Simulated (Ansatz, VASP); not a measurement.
Given: the input of a run of Ansatz 0.2.0 on Ta2N. The cell comes from a database or a generator and needn't be the stable form of this composition.

input.yaml

```yaml
crystal:
  lattice:
    - [3.112861506, 0.0, 0.0]
    - [-1.556430753, 2.6958171426, 0.0]
    - [0.0, 0.0, 4.869841]
  atoms:
    - { symbol: Ta, position: [0.3333333333, 0.6666666667, 0.254711] }
    - { symbol: Ta, position: [0.6666666667, 0.3333333333, 0.745289] }
    - { symbol: "N", position: [0.0, 0.0, 0.0] }
hamiltonian:
  xc: rpbe
  pseudopotentials: { kind: paw }
  dispersion: d4
kpoints:
  mp_grid: { grid: [10, 10, 6] }
scf:
  occupations: { method: fermi_dirac, width: 0.05 }
output:
  forces: true
  stress: true
  eigenvalues: true
relax:
  f_tol: 0.01
  max_steps: 40
  cell: { stress_tol: 0.05 }
```

Potentials or basis: Ansatz PAW.

Command:

```bash
$ ansatz run input.yaml --threads 2 --pin off --max-ram 5632MiB --backend cpu --events-out ev --progress --plain --runs-dir out
```

Task: Set up the same calculation for VASP 6.6.1. Potentials or basis there: PBE PAW files N, Ta_pv, 600 eV.

Result: As run (cutoffs and basis follow the program's own potentials, and thresholds, step limits or extra output files can differ):

The input INCAR:

```
PREC = Accurate ; ENCUT = 600
EDIFF = 1E-7 ; ISMEAR = -1
SIGMA = 0.05 ; LREAL = F
LASPH = T ; NELM = 100
ALGO = Normal ; ISIF = 3
LWAVE = F ; LCHARG = F
GGA = RP ; IVDW = 13
IBRION = 2 ; NSW = 60
EDIFFG = -0.01
```

Contents of KPOINTS:

```
regular mesh
0
Gamma
  10 10 6
```

POSCAR

```
Ta2N
1.0
    3.1128615060      0.0000000000      0.0000000000
   -1.5564307530      2.6958171426      0.0000000000
    0.0000000000      0.0000000000      4.8698410000
Ta N
2 1
Direct
    0.3333333333      0.6666666667      0.2547110000
    0.6666666667      0.3333333333      0.7452890000
    0.0000000000      0.0000000000      0.0000000000
```

Potentials or basis: VASP PAW PBE potentials, release 64 (Ta_pv, N).

Run with:

```console
$ cat potpaw_PBE.64/Ta_pv/POTCAR potpaw_PBE.64/N/POTCAR > POTCAR
$ mpirun -np 1 vasp_std > vasp.out
```

Both were run:

|  | Ansatz | VASP |
| --- | --- | --- |
| Relaxed volume | 13.40 Å³/atom | 13.42 Å³/atom |
| Relaxed cell | a = 3.083 Å, b = 3.083 Å, c = 4.883 Å, α = 90.00°, β = 90.00°, γ = 120.00° | a = 3.084 Å, b = 3.084 Å, c = 4.887 Å, α = 90.00°, β = 90.00°, γ = 120.00° |
| Space group after relaxing | P-3m1 (No. 164) | P-3m1 (No. 164) |
| Pressure after relaxing | 0.0 GPa | 0.0 GPa |

Ansatz's pressure holds a Pulay term of +0.27 GPa for its cutoff of 420 eV, which the other run lacks.

The potentials hold 31 and 27 valence electrons a cell.

Ansatz's potentials were made for PBE. VASP's potentials were made for PBE.

Where Ansatz's input types no cutoff or centring, it takes its own default and a Γ-centred mesh.

Pressure is positive in compression.
